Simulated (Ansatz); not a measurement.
Starting structure of a cell relaxation (symmetry kept):

Space group P6_3mc (No. 186). a = 3.134 Å, b = 3.134 Å, c = 6.089 Å, α = 90.00°, β = 90.00°, γ = 120.00°
| atom | site | symmetry | x | y | z |
| --- | --- | --- | --- | --- | --- |
| Ta | 2b | 3m. | 0.3333 | 0.6667 | 0.0314 |
| N | 2b | 3m. | 0.3333 | 0.6667 | 0.3536 |

Theory: DFT r2SCAN, scalar-relativistic, plane waves, PAW in Ansatz.

Settings: cutoff 500 eV, Γ-centred mesh 18×18×8 on the computed 4-atom cell, Gaussian smearing of 0.10 eV; no spin polarisation.

What does it relax to?

The volume is unchanged to within 0.01 Å³/atom to 12.95 Å³/atom, and the energy changes by under 0.1 meV/atom. Final structure:
```cif
data_structure
_symmetry_space_group_name_H-M 'P6_3mc'
_symmetry_Int_Tables_number 186
_cell_length_a 3.1345
_cell_length_b 3.1345
_cell_length_c 6.0869
_cell_angle_alpha 90.000
_cell_angle_beta 90.000
_cell_angle_gamma 120.000
_cell_volume 51.79
loop_
_atom_site_label
_atom_site_type_symbol
_atom_site_symmetry_multiplicity
_atom_site_Wyckoff_symbol
_atom_site_fract_x
_atom_site_fract_y
_atom_site_fract_z
_atom_site_occupancy
Ta1 Ta 2 b 0.33333 0.66667 0.03128 1
N1 N 2 b 0.33333 0.66667 0.35372 1
```

Course of the relaxation (steps run on the plane waves of an earlier cell, and the basis is chosen afresh near the end, so energy and pressure can step there; trial steps that raised the energy were taken back; energies are free energies):

```
step largest force component (eV/Å) P (GPa) V (Å³/atom)
   1                           0.010    -0.03        12.95
   2                           0.007    -0.03        12.95
   3                           0.021     0.15        12.94
   4                           0.000     0.00        12.95
   5                           0.000     0.00        12.95
```

Spin–orbit coupling is left out, which can shift energies with elements as heavy as these.